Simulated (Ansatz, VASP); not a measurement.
# Cross-check of InSb between VASP and Ansatz

Aim: how closely do two programs agree when they are given the same cell, functional and k mesh? The cell is taken from a series of VASP runs on this material, whose earlier steps may have relaxed, scaled or displaced it; both programs get it as it stands.

Method: plane waves, with VASP 6.6.1 beside it; band structure at PBE0, in Ansatz 0.2.0.

### 1. The structure

The structure is cubic, space group F-43m (No. 216). The conventional cell has a = 6.478 Å, b = 6.478 Å, c = 6.478 Å, α = 90.00°, β = 90.00°, γ = 90.00°. Sb has 4 In at 2.81 Å nearest. Nearest to In lie 4 Sb at 2.81 Å. Farther neighbours are not listed.

Structure file:

```cif
data_structure
_symmetry_space_group_name_H-M 'F-43m'
_symmetry_Int_Tables_number 216
_cell_length_a 6.4782
_cell_length_b 6.4782
_cell_length_c 6.4782
_cell_angle_alpha 90.000
_cell_angle_beta 90.000
_cell_angle_gamma 90.000
_cell_volume 271.87
loop_
_atom_site_label
_atom_site_type_symbol
_atom_site_symmetry_multiplicity
_atom_site_Wyckoff_symbol
_atom_site_fract_x
_atom_site_fract_y
_atom_site_fract_z
_atom_site_occupancy
Sb1 Sb 4 c 0.25000 0.25000 0.25000 1
In1 In 4 a 0.00000 0.00000 0.00000 1
```

### 2. VASP: band structure, PBE0

The same path points are solved in both programs, so levels can be compared one by one.

Lines of VASP's logs that name or quote its potential files are left out, and so is its time.

The run reads the wave functions of an earlier VASP run, which isn't shown here.

File INCAR:

```
SYSTEM = InSb
PREC = Accurate
ENCUT = 350
EDIFF = 1E-06
NELM = 100
ISMEAR = 0
SIGMA = 0.03
LREAL = .FALSE.
ALGO = Normal
LHFCALC = .TRUE.
AEXX = 0.25
GGA = PE
LASPH = .TRUE.
NBANDS = 15
PRECFOCK = Fast
HFRCUT = -1
LORBIT = 11
LWAVE = .FALSE.
LCHARG = .FALSE.
KPAR = 4
```

File POSCAR:

```
InSb
1.0
    0.0000000000      3.2391000000      3.2391000000
    3.2391000000      0.0000000000      3.2391000000
    3.2391000000      3.2391000000      0.0000000000
Sb In
1 1
Direct
    0.7500000000      0.7500000000      0.7500000000
    0.0000000000      0.0000000000      0.0000000000
```

File KPOINTS:

```
Automatic mesh
0
Gamma
4 4 4
0 0 0
```

File KPOINTS_OPT:

```
Line mode
10
Line-mode
Reciprocal
  0.00000000   0.00000000   0.00000000 GAMMA
  0.50000000   0.00000000   0.50000000 X

  0.50000000   0.00000000   0.50000000 X
  0.50000000   0.25000000   0.75000000 W

  0.50000000   0.25000000   0.75000000 W
  0.37500000   0.37500000   0.75000000 K

  0.37500000   0.37500000   0.75000000 K
  0.00000000   0.00000000   0.00000000 GAMMA

  0.00000000   0.00000000   0.00000000 GAMMA
  0.50000000   0.50000000   0.50000000 L

  0.50000000   0.50000000   0.50000000 L
  0.62500000   0.25000000   0.62500000 U

  0.62500000   0.25000000   0.62500000 U
  0.50000000   0.25000000   0.75000000 W

  0.50000000   0.25000000   0.75000000 W
  0.50000000   0.50000000   0.50000000 L

  0.50000000   0.50000000   0.50000000 L
  0.37500000   0.37500000   0.75000000 K

  0.62500000   0.25000000   0.62500000 U
  0.50000000   0.00000000   0.50000000 X
```

Potentials, in the order of the species: Sb and In_d (PBE family, release 64).

On the command line:

```console
> mpirun -np 4 vasp_std
```

Numbers of over 12 decimals in the logs are rounded to 6 here.

The log of the run:

```text
[banner, memory and clock lines left out]
running    4 mpi-ranks, on    1 nodes
 distrk:  each k-point on    1 cores,    4 groups
 distr:  one band on    1 cores,    1 groups

 POSCAR found type information on POSCAR SbIn
 POSCAR found :  2 types and       2 ions
 LDA part: xc-table for (Slater+PW92), standard interpolation
 found WAVECAR, reading the header
 POSCAR, INCAR and KPOINTS ok, starting setup
 FFT: planning ... GRIDC
 FFT: planning ... GRID_SOFT
 FFT: planning ... GRID
 HFRCUT set to (new)   10.126627
 reading WAVECAR
 the WAVECAR file was read successfully
 initial charge from wavefunction
 entering main loop
       N       E                     dE             d eps       ncg     rms          rms(c)
DAV:   1    -0.918041032349E+01   -0.91804E+01   -0.27797E+00   296   0.179E+01    0.191E+01
DAV:   2    -0.921850397490E+01   -0.38094E-01   -0.96955E-02   301   0.273E+00    0.134E+01
DAV:   3    -0.921566250132E+01    0.28415E-02   -0.10502E-02   364   0.137E+00    0.850E+00
DAV:   4    -0.921441072109E+01    0.12518E-02   -0.10571E-03   351   0.437E-01    0.514E+00
DAV:   5    -0.921404826605E+01    0.36246E-03   -0.32191E-04   283   0.185E-01    0.308E+00
DAV:   6    -0.921396838863E+01    0.79877E-04   -0.11442E-04   312   0.961E-02    0.185E+00
DAV:   7    -0.921395103144E+01    0.17357E-04   -0.22265E-05   290   0.489E-02    0.111E+00
DAV:   8    -0.921394853570E+01    0.24957E-05   -0.60159E-06   268   0.249E-02    0.664E-01
DAV:   9    -0.921395016423E+01   -0.16285E-05   -0.21639E-06   303   0.132E-02    0.395E-01
DAV:  10    -0.921395237501E+01   -0.22108E-05   -0.75378E-07   211   0.691E-03    0.235E-01
DAV:  11    -0.921395414100E+01   -0.17660E-05   -0.46189E-07   204   0.486E-03    0.140E-01
DAV:  12    -0.921395535450E+01   -0.12135E-05   -0.18623E-07   183   0.318E-03    0.829E-02
DAV:  13    -0.921395612990E+01   -0.77540E-06   -0.99402E-08   127   0.265E-03
   1 F= -.92139561E+01 E0= -.92139561E+01  d E =-.228755E-18
 Start KPOINTS_OPT (optional k-point list driver)
k-point batch [1-8\100]
       N       E                     dE             ncg
DAV:   1     0.153570432737E+03   -0.14942E+04      247
DAV:   2    -0.869113471825E+03   -0.10227E+04      247
DAV:   3    -0.941027035134E+03   -0.71914E+02      317
DAV:   4    -0.943516898050E+03   -0.24899E+01      282
DAV:   5    -0.943629393770E+03   -0.11250E+00      387
DAV:   6    -0.943631970622E+03   -0.25769E-02      332
DAV:   7    -0.943632027409E+03   -0.56786E-04      380
DAV:   8    -0.943632028299E+03   -0.89041E-06      276
[...]
k-point batch [97-100\100]
       N       E                     dE             ncg
DAV:   1     0.180607609360E+04   -0.17681E+04      120
DAV:   2     0.132351191772E+04   -0.48256E+03      120
DAV:   3     0.129020138782E+04   -0.33311E+02      148
DAV:   4     0.128924449070E+04   -0.95690E+00      170
DAV:   5     0.128920040181E+04   -0.44089E-01      193
DAV:   6     0.128919967788E+04   -0.72393E-03      184
DAV:   7     0.128919965158E+04   -0.26297E-04      200
DAV:   8     0.128919965127E+04   -0.31374E-06      144
```

From OUTCAR (step 2):

```text
ion  position               nearest neighbor table
   1  0.750  0.750  0.750-   2 2.81   2 2.81   2 2.81   2 2.81
   2  0.000  0.000  0.000-   1 2.81   1 2.81   1 2.81   1 2.81

  LATTYP: Found a face centered cubic cell.
 ALAT       =     6.4782000000

 Subroutine GETGRP returns: Found 24 space group operations
 (whereof 24 operations were pure point group operations)

The static configuration has the point symmetry T_d .

 Found      8 irreducible k-points:

   k-points           NKPTS =      8   k-points in BZ     NKDIM =     64   number of bands    NBANDS=     15

   dimension x,y,z NGX =    28 NGY =   28 NGZ =   28
   dimension x,y,z NGXF=    56 NGYF=   56 NGZF=   56

   ENCUT  =  350.0 eV  25.72 Ry    5.07 a.u.   6.99  6.99  6.99*2*pi/ulx,y,z

   NELECT =      18.0000    total number of electrons

 k-points in reciprocal lattice and weights: Automatic mesh
   0.00000000  0.00000000  0.00000000       0.016
   0.25000000  0.00000000  0.00000000       0.125
   0.50000000  0.00000000  0.00000000       0.062
   0.25000000  0.25000000  0.00000000       0.094
   0.50000000  0.25000000  0.00000000       0.375
  -0.25000000  0.25000000  0.00000000       0.188
   0.50000000  0.50000000  0.00000000       0.047
  -0.25000000  0.50000000  0.25000000       0.094

  exchange ACFDT corr.  =         0.00000000  see jH, gK, PRB 81, 115126

 average (electrostatic) potential at core
       1 -82.8817       2 -89.7033

 E-fermi :   4.5741

 k-point     1 :       0.0000    0.0000    0.0000
  band No.  band energies     occupation
    ...
      5     -11.9907      2.00000
      6      -7.4543      2.00000
      7       4.3946      2.00000
      8       4.3946      2.00000
      9       4.3946      2.00000
     10       5.6005      0.00000
     11       8.7099      0.00000
     12       8.7099      0.00000
     13       8.7099      0.00000
     14      11.6631      0.00000
    ...

 k-point     2 :       0.2500    0.0000    0.0000
  band No.  band energies     occupation
    ...
      5     -11.9912      2.00000
      6      -6.8220      2.00000
      7       0.5376      2.00000
      8       3.7455      2.00000
      9       3.7455      2.00000
     10       6.5886      0.00000
     11       9.4947      0.00000
     12       9.4947      0.00000
     13      10.6286      0.00000
     14      12.8007      0.00000
    ...

 k-point     3 :       0.5000    0.0000    0.0000
  band No.  band energies     occupation
    ...
      5     -11.9897      2.00000
      6      -5.9106      2.00000
      7      -1.7890      2.00000
      8       3.2820      2.00000
      9       3.2820      2.00000
     10       6.2276      0.00000
     11       9.6023      0.00000
     12       9.6023      0.00000
     13      11.9598      0.00000
     14      14.4051      0.00000
    ...

  energy-cutoff  :      350.00
  volume of cell :       67.97
      direct lattice vectors                 reciprocal lattice vectors
     0.000000000  3.239100000  3.239100000    -0.154363867  0.154363867  0.154363867
     3.239100000  0.000000000  3.239100000     0.154363867 -0.154363867  0.154363867
     3.239100000  3.239100000  0.000000000     0.154363867  0.154363867 -0.154363867

 POSITION                                       TOTAL-FORCE (eV/Angst)
 -----------------------------------------------------------------------------------
      4.85865      4.85865      4.85865         0.000000      0.000000      0.000000
      0.00000      0.00000      0.00000        -0.000000     -0.000000     -0.000000
 -----------------------------------------------------------------------------------
    total drift:                                0.000030      0.000029      0.000019

  FREE ENERGIE OF THE ION-ELECTRON SYSTEM (eV)
  ---------------------------------------------------
  free  energy   TOTEN  =        -9.2139561299 eV

  energy  without entropy=       -9.2139561299  energy(sigma->0) =       -9.21395613

 total charge
# of ion       s       p       d       tot
------------------------------------------
    1        1.129   1.581   0.021   2.731
    2        0.868   0.742   9.880  11.490
--------------------------------------------------
tot          1.997   2.323   9.901  14.221

[... 3 further parts left out ...]
```

The k-mesh is coarse for unscreened exact exchange, which converges slowly with it.

(Part 1 of 2 ends here.)

[Lines on the potential files, build, host, timing and source positions are cut from VASP's logs without a mark.]

[Logs are printed without paths, hosts, clocks, repeated set-up lines and the standing remarks that a program may print on its own settings, such as how far it seeks lower states.]

[Hosts, paths, dates, database ids (printed as entryN), source tags and the programs' standing remarks are cut or masked in the printed files.]
